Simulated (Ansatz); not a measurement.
Crystal: C.

```xyz
2
Lattice="0.0000 1.7834 1.7834 1.7834 0.0000 1.7834 1.7834 1.7834 0.0000" Properties=species:S:1:pos:R:3 pbc="T T T"
C     1.5249    1.7105    1.5709
C     2.9336    2.7480    2.8876
```

This isn't the form of C at room conditions, which is graphite.

The cell isn't the ideal one: all atoms moved at random, sigma 0.25 Å a component.

Program: Ansatz 0.2.0. Alike in all runs: task single point; level HSE06 form with a typed share of exact exchange; potentials or basis Ansatz PAW; no spin polarisation; cell all atoms moved at random, sigma 0.25 Å a component; k mesh 7 × 7 × 7; cutoff (eV) 420; smearing fermi-dirac 0.05 eV; the mesh is coarse, so values aren't converged.

Question: Order these runs on this cell by their pressure, lowest first.
A. share of exact exchange 0.25
B. share of exact exchange 0.3
C. share of exact exchange 0.05
D. share of exact exchange 0.15

Answer: B (79.5 GPa), A (81.2 GPa), D (84.2 GPa), C (87.2 GPa).

Caveats: all runs use coarse meshes; a pressure of tens of GPa on the cell as given is suspect, and the run, the potentials or the cell itself is likely at fault; the PAW data sets come from PBE, with cores solved anew for the run's functional, which leaves a small shift of forces and pressure; the thresholds are loose for stress.
